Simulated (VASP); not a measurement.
# MnO₂: DFT+U ground state, by Hubbard U and LDAUTYPE

MnO₂, P4_2/mnm (no. 136), 6 atoms in the cell.

| Hubbard U (eV) | LDAUTYPE | Hund's J (eV) | Form of DFT+U | Gap (eV) | Largest site moment (muB) | Time (s) |
|---|---|---|---|---|---|---|
| Mn shell d, U 4.9 | 1 | 0.9 | Liechtenstein, U + J and J | 0.39 | 2.79 | 24 |
| Mn shell d, U 4 | 1 | – | Liechtenstein, J = 0 | 0.20 | 2.90 | 19 |
| Mn shell d, U 4.9 | 2 | 0.9 | Dudarev, U + J and J | 0.20 | 2.90 | 21 |
| Mn shell d, U 4 | 2 | – | Dudarev, U alone | 0.20 | 2.90 | 21 |
| Mn shell d, U 4, O shell p, U 6 | 2 | – | Dudarev, U on the anion p shell too | 0.59 | 2.96 | 23 |
| Mn shell d, U 4.9 | 4 | 0.9 | type 4, U + J and J | 0.24 | 2.79 | 22 |
| – | – | – | none | 0.00 | 2.37 | 21 |

Limits: The cell is the same for all forms and was relaxed for none; total energies under different U or different forms can't be compared; magnetic orders weren't compared, so this needn't be the magnetic ground state.

## Input of the first row

INCAR:
```
ALGO = Normal ; AMIX = 0.2
AMIX_MAG = 0.8 ; BMIX = 1E-4
BMIX_MAG = 1E-4 ; EDIFF = 1E-6
ENCUT = 520 ; GGA = CA
ISIF = 2 ; ISMEAR = 0
ISPIN = 2 ; LASPH = True
LCHARG = False ; LDAU = True
LDAUJ = 0.9 0 ; LDAUL = 2 -1
LDAUPRINT = 1 ; LDAUTYPE = 1
LDAUU = 4.9 0 ; LMAXMIX = 4
LORBIT = 11 ; LREAL = False
LWAVE = False ; MAGMOM = 5 -5 0 0 0 0
NELM = 200 ; PREC = Accurate
SIGMA = 0.05 ; VOSKOWN = 1
```

KPOINTS:
```
k-points
0
Gamma
  5 5 8
```

POSCAR:
```
MnO2
1.0
    4.4004184607      0.0000000000      0.0000000000
    0.0000000000      4.4004184607      0.0000000000
    0.0000000000      0.0000000000      2.8670779400
Mn O
2 4
Direct
    0.5000000000      0.5000000000      0.5000000000
    0.0000000000      0.0000000000      0.0000000000
    0.8049161500      0.1950838500      0.5000000000
    0.6950838500      0.6950838500      0.0000000000
    0.1950838500      0.8049161500      0.5000000000
    0.3049161500      0.3049161500      0.0000000000
```

Commands:
```
cat potpaw_LDA.64/Mn_pv/POTCAR potpaw_LDA.64/O/POTCAR > POTCAR
mpirun -np 4 vasp_std > vasp.out
```

Changes of the last row against the first:
```
- LDAU = True
- LDAUTYPE = 1
- LDAUL = 2 -1
- LDAUU = 4.9 0
- LDAUJ = 0.9 0
- LDAUPRINT = 1
```

VASP 6.6.1 took 24 s on 4 cores (Intel Xeon Platinum 8488C (Sapphire Rapids)), a shared host.
